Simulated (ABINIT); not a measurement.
# Hf (Im-3m) in ABINIT: projected density of states with RPBE+U

Aim: the projected density of states of Hf with RPBE+U.

Program: ABINIT 10.8.3 (patched build). These are calculated values, not measurements. Logs are shortened: lines on timing, memory, paths and dates and some standing lists are left out, and cuts for length are marked. The log counts tension as positive stress, the text compression.

### 1 The undisturbed crystal

The structure is cubic, space group Im-3m (No. 229). Conventional cell: a = 3.610 Å, b = 3.610 Å, c = 3.610 Å, α = 90.00°, β = 90.00°, γ = 90.00°. Hf (site symmetry m-3m) is surrounded by 8 Hf at 3.13 Å.

This isn't the form of Hf at room conditions, which is hcp.

### 2 Projected density of states, RPBE+U (cell strained at random at fixed volume)

Input file run.abi:

```
# Datasets: ground state, then fixed potential
ndtset 2

# Pseudopotentials
pp_dirpath "./"
pseudos "Hf.GGA_PBE-JTH.xml"

# Structure
acell 3*1.0 Angstrom
rprim
    -1.8176420000     1.7683270000     1.7722940000
     1.8243670000    -1.8322310000     1.8429230000
     1.8044100000     1.8189990000    -1.8361980000
ntypat 1
znucl 72
natom 1
typat 1
xred
     0.0000000000     0.0000000000     0.0000000000
chkprim 0
chksymtnons 0
tolsym 1.0e-6

# Plane-wave basis
ecut 462.593566 eV
pawecutdg 34.0

# Exchange and correlation
ixc 15

# Bands and occupations
occopt 4
tsmear 0.02 eV

# DFT+U
usepawu 1
lpawu 2
upawu 4.5 eV
jpawu 0.0 eV
usedmatpu 5
dmatpawu
     0.00000     0.00000     0.00000     0.00000     0.00000
     0.00000     0.00000     0.00000     0.00000     0.00000
     0.00000     0.00000     0.00000     0.00000     0.00000
     0.00000     0.00000     0.00000     0.00000     0.00000
     0.00000     0.00000     0.00000     0.00000     0.0000000000

# Spin
nsym 1

# SCF cycle
nstep 150

# Output
iomode 3
prtwf 0
prteig 0
prtebands 0
enunit 1
prtden1 1

# Dataset 1
kptopt1 2
ngkpt1 10 10 10
nshiftk1 1
shiftk1 0.0 0.0 0.0
nband1 10
tolvrs1 1.0e-9

# Dataset 2: density of states
iscf2 -3
getden2 1
nband2 12
nbdbuf2 2
tolwfr2 1.0e-10
kptopt2 2
ngkpt2 14 14 14
nshiftk2 1
shiftk2 0.0 0.0 0.0
prtdos2 3
dosdeltae2 0.02 eV
natsph 1
iatsph 1
```

Potentials or basis: JTH PAW PBE v2.0.

Run with:

```console
$ abinit run.abi > log 2>&1
```

run.abo:

```text
.Version 10.8.3 of ABINIT
 DATASET    1 : space group P1 (#  1); Bravais aP (primitive triclinic)
================================================================================
 Values of the parameters that define the memory need for DATASET  1.
     intxc =       0    ionmov =       0      iscf =      17    lmnmax =      18
     lnmax =       6     mgfft =      24  mpssoang =       3    mqgrid =    3001
     natom =       1  nloc_mem =       2    nspden =       1   nspinor =       1
    nsppol =       1      nsym =       1    n1xccc =       1    ntypat =       1
    occopt =       4   xclevel =       2
       mpw =         547          nfft =       13824          nkpt =         504
 PAW method is used; the additional fine FFT grid is defined by:
   mgfftf=        32    nfftf =     32768
================================================================================
================================================================================

 DATASET    2 : space group P1 (#  1); Bravais aP (primitive triclinic)
================================================================================
 Values of the parameters that define the memory need for DATASET  2.
     intxc =       0    ionmov =       0      iscf =      -3    lmnmax =      18
     lnmax =       6     mgfft =      24  mpssoang =       3    mqgrid =    3001
     natom =       1  nloc_mem =       2    nspden =       1   nspinor =       1
    nsppol =       1      nsym =       1    n1xccc =       1    ntypat =       1
    occopt =       4   xclevel =       2
       mpw =         548          nfft =       13824          nkpt =        1376
 PAW method is used; the additional fine FFT grid is defined by:
   mgfftf=        32    nfftf =     32768
================================================================================
================================================================================

--------------------------------------------------------------------------------
------------- Echo of variables that govern the present computation ------------
--------------------------------------------------------------------------------
 -outvars: echo values of preprocessed input variables --------
            acell      1.8897261259E+00  1.8897261259E+00  1.8897261259E+00 Bohr
              amu      1.78490000E+02
          chkprim           0
      chksymtnons           0
        dosdeltae1     0.00000000E+00 Hartree
        dosdeltae2     7.34986444E-04 Hartree
             ecut      1.70000000E+01 Hartree
           enunit           1
           getden1          0
           getden2          1
           iatsph2       1
             iscf1         17
             iscf2         -3
                       outvar_i_n : Printing only first  50 k-points.
              ixc          15
           jdtset        1    2
                       outvar_i_n : Printing only first  50 k-points.
           kptopt           2
         kptrlatt1      10    0    0      0   10    0      0    0   10
         kptrlatt2      14    0    0      0   14    0      0    0   14
          kptrlen1     5.83233196E+01
          kptrlen2     8.16526474E+01
            lpawu           2
[... 322 lines left out ...]
fermie    :  -4.11073830E-02
cartesian_stress_tensor: null
pressure_GPa: null
xred      :
- [  0.0000E+00,   0.0000E+00,   0.0000E+00, Hf]
cartesian_forces: null
force_length_stats: {min: null, max: null, mean: null, }
...

 Integrated electronic density in atomic spheres:
 ------------------------------------------------
 Atom  Sphere_radius  Integrated_density
    1        2.41119          9.23933151

 ---------- DFT+U DATA ---------------------------------------------------

 ====== For Atom     1, occupations for correlated orbitals. lpawu =   2

 == Occupation matrix for correlated orbitals:

 Up component only...
     0.08702    0.00008   -0.00026    0.00299    0.00003
     0.00008    0.08463    0.00037    0.00047   -0.00102
    -0.00026    0.00037    0.09766   -0.00011    0.00116
     0.00299    0.00047   -0.00011    0.09008    0.00000
     0.00003   -0.00102    0.00116    0.00000    0.09763

================================================================================

 ----iterations are completed or convergence reached----

 Mean square residual over all n,k,spin=   48.157E-12; max=  99.991E-12
 reduced coordinates (array xred) for    1 atoms
       0.000000000000      0.000000000000      0.000000000000

 cartesian coordinates (angstrom) at end:
    1      0.00000000000000     0.00000000000000     0.00000000000000
 length scales=  1.889726125908  1.889726125908  1.889726125908 bohr
              =  1.000000000000  1.000000000000  1.000000000000 angstroms
 Eigenvalues (   eV  ) for nkpt=1376  k points:
 kpt#   1, nband= 12, wtk=  0.00036, kpt=  0.0000  0.0000  0.0000 (reduced coord)
 -64.18665  -32.41347  -32.39436  -32.38286   -8.76516    0.64083    0.93810    1.17526
   3.57410    3.76354   10.99199   11.15187
 prteigrs : prtvol=0 or 1, do not print more k-points.

--- !EnergyTerms
iteration_state     : {dtset: 2, }
comment             : Components of total free energy in Hartree
kinetic             :  5.03443992612892E+00
hartree             :  6.33048492284452E+00
xc                  : -8.97525666384779E+00
Ewald energy        : -3.84041558042395E+01
psp_core            :  7.01738544953792E+00
local_psp           : -1.24519753726392E+00
PAW spherical_terms : -1.96802021086224E+01
internal            : -4.99225018154623E+01
'-kT*entropy'       : -1.92544619051656E-06
total_energy        : -4.99225037409085E+01
total_energy_eV     : -1.35846053166029E+03
...

--- !EnergyTermsDC
iteration_state     : {dtset: 2, }
comment             : '"Double-counting" decomposition of free energy'
band_energy         : -1.23784788803968E+01
Ewald energy        : -3.84041558042395E+01
psp_core            :  7.01738544953792E+00
xc_dc               : -1.14866542948638E+01
PAW spherical_terms :  5.39484233292874E+00
internal            : -4.98570611970334E+01
'-kT*entropy'       : -1.92544619051656E-06
total_energy_dc     : -4.98570631224796E+01
total_energy_dc_eV  : -1.35667980171605E+03
...

--- !EnergyTermsWithPAWCore
iteration_state     : {dtset: 2, }
comment             : 'Components of total free energy, including PAW core contributions'
Total energy        : -1.50789055133141E+04
Total energy DC     : -1.50788400726957E+04
Total energy (eV)   : -4.10317922089443E+05
Total energy DC (eV): -4.10316141359499E+05
...

== END DATASET(S) ==============================================================
================================================================================

 -outvars: echo values of variables after computation  --------
            acell      1.8897261259E+00  1.8897261259E+00  1.8897261259E+00 Bohr
           etotal1    -4.9872336339E+01
           etotal2    -4.9872336339E+01
            fcart1     0.0000000000E+00  0.0000000000E+00  0.0000000000E+00
            rprim     -1.8176420000E+00  1.7683270000E+00  1.7722940000E+00
                       1.8243670000E+00 -1.8322310000E+00  1.8429230000E+00
                       1.8044100000E+00  1.8189990000E+00 -1.8361980000E+00
           strten1    -3.4692978215E-04 -2.8140484607E-04 -3.1770583997E-04
                      -9.0060504353E-05  1.1994070606E-05 -1.7201490886E-05
 Calculation completed.
```

Run time: 5.6 min. Hardware: 1 thread of Intel Xeon Platinum 8488C (Sapphire Rapids), shared host; peak memory 0.28 GiB.

What came out:

| Quantity | Value |
| --- | --- |
| Free energy | -1357.0954 eV |
| Band gap on the k mesh | none (metal or under the smearing width) |
| Valence electrons inside the program's atomic spheres | Hf 9.28 (radii [1.2759] Å) |

Caveat: the cutoff is too short for stress, so the log's stress isn't used; the fixed-potential step kept the typed occupation matrix instead of the converged one, so its bands and densities of states are wrong and aren't listed; the PAW data sets were made with another functional, which shifts forces and pressure a little; U without spin polarisation on a metal has little footing; the U is typed as a test and isn't derived for this compound. Spin-orbit coupling is left out, which matters for the levels of Hf.
